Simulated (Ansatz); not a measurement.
**ScAl3: an elastic constant from a strain scan**

Method: DFT PBE, scalar-relativistic, plane waves, PAW (Ansatz 0.2.0). Settings: plane waves to 420 eV, k-mesh 12×12×12 (Γ-centred), Gaussian smearing 0.15 eV. No spin polarisation. Energies are free energies at this smearing, counted from the undisturbed cell; pressure is positive in compression.

The starting cell (relaxed at this level; it needn't be the usual structure):

```
Sc Al
1.0
     4.10533    0.00000    0.00000
     0.00000    4.10533    0.00000
     0.00000    0.00000    4.10533
Sc Al
1 3
Direct
  0.00000 0.00000 0.00000
  0.50000 0.00000 0.50000
  0.00000 0.50000 0.50000
  0.50000 0.50000 0.00000
```

The cell is strained by ε times the Voigt pattern (0, 0, 0, 1, 0, 0) (xx, yy, zz, yz, xz, xy; engineering shear) with fractional coordinates fixed. The cell holds 4 atoms in V0 = 69.19 Å³. The stress column is τ = (1/V0) dE/dε, got from the stress tensor σ (compression positive) at each point as −det(1 + εP) σ : P(1 + εP)⁻¹, with P the pattern as a tensor.

```
      ε  ΔE (meV/atom)  τ (GPa)
-0.0875         29.598   -6.319
-0.0750         21.689   -5.401
-0.0625         15.018   -4.485
-0.0500          9.579   -3.576
-0.0375          5.366   -2.670
-0.0250          2.371   -1.768
-0.0125          0.589   -0.877
 0.0000          0.000    0.000
 0.0125          0.589    0.877
 0.0250          2.371    1.768
 0.0375          5.366    2.670
 0.0500          9.579    3.576
 0.0625         15.018    4.485
 0.0750         21.689    5.401
 0.0875         29.598    6.319
 0.1000              ?        ?
```

**Question.** Which combination of elastic constants does this scan measure, and how large is it?

**Answer.** For small ε, τ = τ0 + Kε with K = pᵀCp, which for this pattern is C44 in the cubic axes. The parabola through τ at ε = -0.0125, 0 and 0.0125 has slope K = 70 GPa at zero. The energies per cell, E = NΔE, of the same two points give K = 2[E(ε₊)/ε₊ − E(ε₋)/ε₋]/[(ε₊ − ε₋)V0] = 70 GPa, in agreement.

**Question.** Predict the withheld row at ε = 0.1000 from the harmonic law, and compare.

**Answer.** ΔE = V0(τ0 ε + Kε²/2)/N = 37.861 meV/atom and τ = 7.01 GPa. The calculation gives 38.747 meV/atom and 7.24 GPa, a miss of 2.3 % of the harmonic energy, so the harmonic law still holds here.

In a metal these slopes depend on the k mesh and the smearing.